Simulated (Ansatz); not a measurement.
Runs of Ansatz 0.2.0 on Co. It takes space group P6_3/mmc (No. 194, hexagonal). Conventional cell: a = 2.472 Å, b = 2.472 Å, c = 4.021 Å, α = 90.00°, β = 90.00°, γ = 120.00°. Co (site symmetry -6m2) has 12 Co at 2.47 Å as nearest neighbours. 

| task | level | cell | k mesh | cutoff (eV) | points for each segment of the path | atoms under strain | gap on the mesh (eV) | pressure (GPa) | moment (μB) | relaxed volume (Å³/atom) |
| --- | --- | --- | --- | --- | --- | --- | --- | --- | --- | --- |
| relaxation of cell and atoms | BLYP+D3(BJ) | relaxed | 12 × 12 × 7 | 420 | - | - | - | 0.0 | 3.12 | (a) |
| relaxation of cell and atoms | BLYP | relaxed | 12 × 12 × 7 | 420 | - | - | - | 0.0 | 3.27 | 11.37 |
| band structure | r2SCAN | as given | 12 × 12 × 7 | 500 | 14 | - | none | 0.3 | 3.56 | - |
| relaxation of cell and atoms | revPBE+D4 | relaxed | 12 × 12 × 7 | 420 | - | - | none | 0.0 | 3.21 | (b) |
| elastic constants | PBEsol | as given | 9 × 9 × 5 | 420 | - | relaxed | none | -6.8 | 3.07 | - |
| relaxation of cell and atoms | RPBE+D3(BJ) | relaxed | 12 × 12 × 7 | 420 | - | - | - | 0.0 | 3.01 | 9.72 |

Alike in all rows: potentials or basis Ansatz PAW; spin collinear, ferromagnetic start; smearing fermi-dirac 0.05 eV.

Task: Estimate the missing entries.

Result: (a) 10.58; (b) 10.55.

Caveats: the PAW data sets come from PBE, with cores solved anew for the run's functional, which leaves a small shift of forces and pressure; the plane-wave basis is chosen anew once the cell has moved, so the energies of steps on either side of that aren't comparable (some runs); the magnetic or orbital state may not be the lowest (some runs); pairwise dispersion overbinds metals, which lowers pressure and volume (some runs); the cell is more than 3 GPa from zero pressure, which shifts response properties (some runs); elastic constants of metals need much finer meshes, so these are rough (some runs).

A gap of «none» marks a metal or a gap under the smearing width.

Runs at the PBE level aren't shown here.
